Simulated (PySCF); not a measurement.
Which functional comes closest?

Molecule: `c1c(N)cccc1`, C$_{6}$H$_{7}$N.

Geometry:
```
atom   x (Å)   y (Å)   z (Å)
  N1   2.338  -0.208   0.163
  C2   0.968  -0.085   0.052
  C3   0.309   1.081   0.481
  C4  -1.076   1.180   0.411
  C5  -1.845   0.127  -0.085
  C6  -1.199  -1.032  -0.512
  C7   0.186  -1.142  -0.447
  H8   2.777  -0.903  -0.426
  H9   2.864   0.654   0.222
 H10   0.898   1.914   0.875
 H11  -1.562   2.099   0.750
 H12  -2.933   0.210  -0.138
 H13  -1.781  -1.869  -0.906
 H14   0.678  -2.059  -0.783
```

Geometry PBE0-D3(BJ)/def2-SVP throughout; GIAO in PySCF 2.14, gas phase, one conformer, non-relativistic; equivalent atoms averaged; basis pcSseg-1.

Reference values (estimated from measurements, as parent shift plus tabulated substituent increments; solution, not stated per compound (mostly CDCl3 or CCl4); Pretsch, Buehlmann, Badertscher, Structure Determination of Organic Compounds, 4th ed. (2009)): δ(C3/C7) = 115.1 ppm, δ(C4/C6) = 129.3 ppm, δ(C5) = 118.5 ppm, δ(H10/H14) = 6.67 ppm, δ(H11/H13) = 7.14 ppm, δ(H12) = 6.75 ppm. Computed shifts are taken against TMS, calculated as an isolated molecule at each level.

**Question.** How do the functionals HF, PBE, BP86, B97-D, B3LYP, PBE0, B97-2, CAM-B3LYP perform against the reference? Times are CPU seconds on shared hosts with different chips, so compare them loosely; the GGAs took longer than the global hybrids here, which isn't the general rule, and the cause wasn't traced.

**Answer.** 
```tsv
functional	kind	C3/C7	C4/C6	C5	H10/H14	H11/H13	H12	mean abs. error C	mean abs. error H	core-s
HF	Hartree–Fock	117.1	140.8	121.7	6.66	7.45	6.74	5.6	0.11	6.5
PBE	GGA	114.3	131.8	119.4	6.37	7.03	6.56	1.4	0.20	19
BP86	GGA	114.3	131.9	119.3	6.37	7.02	6.55	1.4	0.21	19
B97-D	GGA	110.8	128.0	115.7	6.29	6.94	6.47	2.8	0.29	20
B3LYP	global hybrid	116.9	135.6	122.1	6.41	7.06	6.56	3.9	0.18	14
PBE0	global hybrid	116.6	135.1	121.6	6.53	7.21	6.70	3.5	0.09	13
B97-2	global hybrid	113.9	132.0	118.9	6.46	7.13	6.63	1.4	0.11	13
CAM-B3LYP	range-separated hybrid	119.6	139.4	124.8	6.52	7.20	6.66	7.0	0.10	18
```

For $^{13}$C the closest is BP86 (1.4 ppm, with PBE, B97-2 practically level) and the furthest CAM-B3LYP (7.0 ppm).

For $^{1}$H the closest is PBE0 (0.09 ppm, with CAM-B3LYP, HF, B97-2 practically level) and the furthest B97-D (0.29 ppm). One molecule is a small sample, and vibrational and solvent effects are absent from the calculation.
